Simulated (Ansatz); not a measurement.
MgS built on the CsCl prototype, relaxed with r2SCAN. It is cubic, Pm-3m (No. 221); conventional cell a = 3.263 Å, 17.37 Å³ an atom. Mg has 8 S at 2.83 Å; S has 8 Mg at 2.83 Å.

```yaml
crystal:
  lattice:
    - [3.26282, 0.00000, 0.00000]
    - [0.00000, 3.26282, 0.00000]
    - [0.00000, 0.00000, 3.26282]
  atoms:
    - { symbol: Mg, position: [0.00000, 0.00000, 0.00000] }
    - { symbol: S, position: [0.50000, 0.50000, 0.50000] }
```

The questions ask for values computed with the PAW code Ansatz on this geometry. Simulation only: spin-unpolarised, and no claim that this is the phase found in nature.

**Question.** Is there a gap with PBE, and of what kind?

**Answer.** With PBE the bands overlap by 0.35 eV (counted from 1, band 8 peaks at X–M (0.80 of the way from X) and band 9 bottoms out at R–M (0.80 of the way from R)): no gap.

**Question.** What does LDA give for the gap (8×8×8 mesh)?

**Answer.** With LDA the bands overlap by 0.41 eV (counted from 1, band 8 peaks at X–M (0.75 of the way from X) and band 9 bottoms out at R–M (0.80 of the way from R)): no gap.

**Question.** How does the gap change from PBE to HSE06 (6×6×6)?

**Answer.** With HSE06 the gap is 0.08 eV and direct, at M.

Overlapping bands make a metal at that level, for which these meshes are coarse; small forces, stresses and energy differences are uncertain. A small overlap in a semilocal functional can be an artefact that a hybrid or GW lifts.

Where an edge lies off the special points, it is a point of the mesh or the k point where a search put PBE's edge or least direct gap, reused for the other functionals, whose own edges may lie a little apart; PBE's own value is read along its path and can be a few hundredths of an eV high.

The meshes of the hybrids are coarse, so their gaps aren't converged to the digits shown.
